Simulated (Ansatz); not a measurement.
Relaxed ZrO₂ (tetragonal-ZrO2 type, space group P4_2/nmc):

```
CELL_PARAMETERS angstrom
      3.62082     0.00000     0.00000
      0.00000     3.62082     0.00000
      0.00000     0.00000     5.28425
ATOMIC_POSITIONS crystal
  Zr 0.00000 0.00000 0.00000
  Zr 0.50000 0.50000 0.50000
  O  0.00000 0.50000 0.19251
  O  0.00000 0.50000 0.69251
  O  0.50000 0.00000 0.30749
  O  0.50000 0.00000 0.80749
```

The numbers are results of PBE (plane waves to 420 eV, PAW, scalar-relativistic; Ansatz, a first-principles code), not measurements. k mesh 7×7×5 (Γ-centred), Fermi-Dirac smearing 0.05 eV. The PAW data are Ansatz's earlier set. This is a high-temperature form of ZrO2. ZrO2 is run without spin polarisation. ZrO2 was relaxed with its symmetry unable to fall.

One atom of the cell was then moved (with its periodic images), all else fixed, and the forces (eV/Å) came out as:

```
atom     Fx     Fy      Fz
----  -----  -----  ------
Zr1   0.000  0.000   0.938
Zr2   0.000  0.000  -0.564
O3    0.000  0.000  -0.250
O4    0.000  0.000   0.066
O5    0.000  0.000   0.081
O6    0.000  0.000  -0.270
```

**Question.** Which atom was moved, and by which vector (Å)?

**Answer.** Zr1, by (0.00, 0.00, -0.04), 0.04 Å in all.

(A displaced cell: forces are minus the slopes of the energy, force constants its curvatures, and phonons follow from these.)
